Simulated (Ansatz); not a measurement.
# Straining SnO$_{2}$

Level of theory: DFT PBEsol, scalar-relativistic, plane waves, PAW (Ansatz 0.2.0). Settings: 420 eV cutoff, 6×6×8 k-mesh, Gaussian smearing of 0.02 eV, no spin polarisation.

Starting point, cell and atoms relaxed:

```yaml
crystal:
  lattice:
    - [4.76866, 0.00000, 0.00000]
    - [0.00000, 4.77007, 0.00000]
    - [0.00000, 0.00000, 3.21198]
  atoms:
    - { symbol: Sn, position: [0.50000, 0.50000, 0.50000] }
    - { symbol: Sn, position: [0.00000, 0.00000, 0.00000] }
    - { symbol: O, position: [0.30621, 0.30635, 0.00000] }
    - { symbol: O, position: [0.80621, 0.19365, 0.50000] }
    - { symbol: O, position: [0.19379, 0.80635, 0.50000] }
    - { symbol: O, position: [0.69379, 0.69365, 0.00000] }
```

Deformation: c alone is stretched, the rest of the cell is held and the atoms relax, all within the symmetry that the strain leaves. Energies are extrapolated to zero smearing. Gaps are Kohn–Sham gaps over the whole zone.

Problem. Give the structure at +6.0 %.

Solution.
```yaml
crystal:
  lattice:
    - [4.76866, 0.00000, 0.00000]
    - [0.00000, 4.77007, 0.00000]
    - [0.00000, 0.00000, 3.40470]
  atoms:
    - { symbol: Sn, position: [0.50000, 0.50000, 0.50000] }
    - { symbol: Sn, position: [0.00000, 0.00000, 0.00000] }
    - { symbol: O, position: [0.30791, 0.30795, 0.00000] }
    - { symbol: O, position: [0.80791, 0.19205, 0.50000] }
    - { symbol: O, position: [0.19209, 0.80795, 0.50000] }
    - { symbol: O, position: [0.69209, 0.69205, 0.00000] }
```
Space group P4_2/mnm (136), 48.2 meV/atom over the relaxed crystal.